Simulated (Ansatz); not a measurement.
HfO2, space group P4_2/mnm: an equation of state with a fit, run with Ansatz 0.2.0, Python API.

The script, `run_eos.py`:
```python
"""Energy against volume for HfO2, with a fit."""

import ansatz as az
import numpy as np

VECTORS = np.array([
    [4.81353299, 0.0, 0.0],
    [0.0, 4.81353299, 0.0],
    [0.0, 0.0, 3.20541541],
])
SITES = [
    ("Hf", (0.0, 0.0, 0.0)),
    ("Hf", (0.5, 0.5, 0.5)),
    ("O", (0.19495512, 0.80504488, 0.5)),
    ("O", (0.30504488, 0.30504488, 0.0)),
    ("O", (0.69495512, 0.69495512, 0.0)),
    ("O", (0.80504488, 0.19495512, 0.5)),
]


def build(cell):
    crystal = az.Crystal(lattice=az.Lattice.of(cell))
    for symbol, position in SITES:
        crystal = crystal.atom(symbol, position)
    return crystal


def main() -> None:
    # uniform scaling of the cell
    volumes, energies, pressures = [], [], []
    for scale in np.linspace(0.95, 1.07, 5):
        cell = VECTORS * scale ** (1 / 3)
        job = build(cell).calculation()
        job = job.occupations("fixed")
        job = job.functional("pbesol")
        job = job.basis(34 * az.Ry)
        job = job.kpoints(4, 4, 6).stress()
        summary = job.run(threads=1, pin="off").report
        volumes.append(abs(np.linalg.det(cell)) / len(SITES))
        energies.append(summary["free_energy_ev"] / len(SITES))
        pressures.append(np.trace(summary["stress_gpa"]) / 3)
        print(f"V = {volumes[-1]:8.4f} A^3/atom  F = {energies[-1]:.5f} eV/atom  P = {pressures[-1]:8.3f} GPa")

    # third-order Birch-Murnaghan: a cubic in V^(-2/3)
    x = np.array(volumes) ** (-2 / 3)
    poly = np.polynomial.Polynomial.fit(x, energies, 3).convert()
    roots = poly.deriv().roots()
    x0 = min((r.real for r in roots if abs(r.imag) < 1e-9 and poly.deriv(2)(r.real) > 0), key=lambda r: abs(r - x.mean()))
    v0 = x0 ** -1.5
    b0 = 4 / 9 * poly.deriv(2)(x0) * v0 ** (-7 / 3) * 160.21766
    b1 = 4 + 2 / 3 * x0 * poly.deriv(3)(x0) / poly.deriv(2)(x0)
    print(f"V0 = {v0:.4f} A^3/atom, B0 = {b0:.1f} GPa, dB/dP = {b1:.2f}")


if __name__ == "__main__":
    main()
```

From its runs, with one value withheld:

| V (Å³/atom) | F less the lowest row shown (meV/atom) |
| --- | --- |
| 11.759 | 32.73 |
| 12.131 | 7.21 |
| 12.502 | 0.00 |
| 12.873 | 8.48 |
| 13.245 | ? |

What is the missing energy at 13.245 Å³ an atom?

A third-order Birch-Murnaghan fit, E = E0 + (9 V0 B0 / 16) [(t - 1)³ B' + (t - 1)² (6 - 4t)] with t = (V0/V)^(2/3), through the 4 rows shown gives V0 = 12.478 Å³, B0 = 229.3 GPa, B' = 4.16 and E0 = -0.03 meV. At V = 13.245 Å³, t = 0.96101, and the fit extrapolates to 30.42 meV. The run gave 30.39 meV, a miss of 0.04 meV.

Notes:
- No spin polarisation was allowed.
- Shape and fractional positions are held along the curve, so the bulk modulus is an upper value where they are free to relax.
- Pressure is positive in compression.
- Spin-orbit coupling, which matters for elements this heavy, is left out.
- The structure comes from a database of computed cells and needn't be a stable or known phase.
- Timing: 44 s on 1 thread of Arm Neoverse N1, with other jobs on the host, peak memory 0.45 GiB.
